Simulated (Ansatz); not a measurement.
## InAs in Ansatz: the effect of exact exchange

InAs:

```xyz
2
Lattice="0.0000 3.0180 3.0180 3.0180 0.0000 3.0180 3.0180 3.0180 0.0000" Properties=species:S:1:pos:R:3 pbc="T T T"
In    0.0000    0.0000    0.0000
As    4.5270    4.5270    4.5270
```

Alike in all runs:

- Program: Ansatz 0.2.0
- Task: single point
- Functional: HSE06 form with a typed share of exact exchange
- Potentials or basis: Ansatz PAW
- Cutoff: 420 eV (not typed: the program's choice for these potentials)
- k mesh: 4 × 4 × 4
- Occupations: fermi-dirac, width 0.05 eV
- Spin: no spin polarisation

```csv
exact exchange,gap on the mesh (eV),pressure (GPa)
0.05,none,4.4
0.1,0.11,3.8
0.15,0.28,3.2
0.2,?,?
0.25,0.63,2.4
0.3,0.81,2.0
0.4,1.18,1.3
0.5,1.57,0.6
```

Q: What does the run with exact exchange 0.2 give?

A: gap on the mesh 0.46 eV; pressure 2.8 GPa.

Worked out: A parabola through the other rows of the pressure, of slope -9.16 GPa per unit of exact exchange there, gives 2.8 GPa, against the run's 2.8.

Caveats: all runs use coarse meshes; the PAW data sets come from PBE, with cores solved anew for the run's functional, which leaves a small shift of forces and pressure; the thresholds are loose for stress; spin-orbit coupling is left out, which moves the levels of the heavy elements (some runs).

A gap of «none» marks a metal or a gap under the smearing width.
